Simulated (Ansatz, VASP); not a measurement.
BN in VASP and in Ansatz

Contents of INCAR:

```
  PREC = Accurate
  ENCUT = 520
  EDIFF = 1E-7
  ISMEAR = 0
  SIGMA = 0.1
  LREAL = F
  LASPH = T
  NELM = 100
  ALGO = Normal
  ISIF = 2
  LWAVE = F
  LCHARG = T
  GGA = PE
  LELF = T
  LVHAR = T
  NBANDS = 16
```

The input KPOINTS:

```
regular mesh
0
Gamma
  9 9 4
```

File POSCAR:

```
BN
1.0
    2.8139119458      0.0000000000      0.0000000000
   -1.4069559729      2.4369192290      0.0000000000
    0.0000000000      0.0000000000      4.5026178007
B N
2 2
Direct
    0.3333333333      0.6666666667      0.0000000000
    0.6666666667      0.3333333333      0.5000000000
    0.3333333333      0.6666666667      0.3850000000
    0.6666666667      0.3333333333      0.8850000000
```

Input for Ansatz:

```yaml
crystal:
  lattice:
    - [2.8139119458, 0.0, 0.0]
    - [-1.4069559729, 2.436919229, 0.0]
    - [0.0, 0.0, 4.5026178007]
  atoms:
    - { symbol: B, position: [0.3333333333, 0.6666666667, 0.0] }
    - { symbol: B, position: [0.6666666667, 0.3333333333, 0.5] }
    - { symbol: "N", position: [0.3333333333, 0.6666666667, 0.385] }
    - { symbol: "N", position: [0.6666666667, 0.3333333333, 0.885] }
basis:
  ecutwfc: 420
kpoints:
  mp_grid: { grid: [9, 9, 4] }
hamiltonian:
  xc: pbe
scf:
  occupations: { method: gaussian, width: 0.1 }
output:
  forces: true
  stress: true
  eigenvalues: true
```

Alike in both runs: task single point; functional PBE; k mesh 9 × 9 × 4; occupations gaussian, width 0.1 eV; no spin polarisation.

|  | VASP | Ansatz |
| --- | --- | --- |
| version | VASP 6.6.1 | Ansatz 0.2.0 |
| potentials or method | VASP PAW PBE potentials, release 64 (B, N) | scalar-relativistic, plane waves, PAW |
| plane-wave cutoff (eV) | 520 | 420 |
| valence electrons in the cell | 16 | 16 |

```tsv
	VASP	Ansatz	Ansatz less VASP
gap on the k mesh at the Fermi level (eV)	5.19	5.19	+0.003
least direct gap on the mesh (eV)	5.72	5.71	-0.006
pressure (GPa)	-58.7	-58.5	+0.16
largest component of the traceless stress (GPa)	14.03	14.03	+0.001
rms of the force components (eV/Å)	0.403	0.402	-0.0008
```

Atom by atom the forces differ by 0.001 eV/Å (rms over components).

Caveats: the cell as given lies far from equilibrium; so large a pressure means that the cell lies far from this level's equilibrium, or that cutoff or potentials fall short (VASP); an odd mesh through Γ misses points on the zone boundary, where band edges often lie.
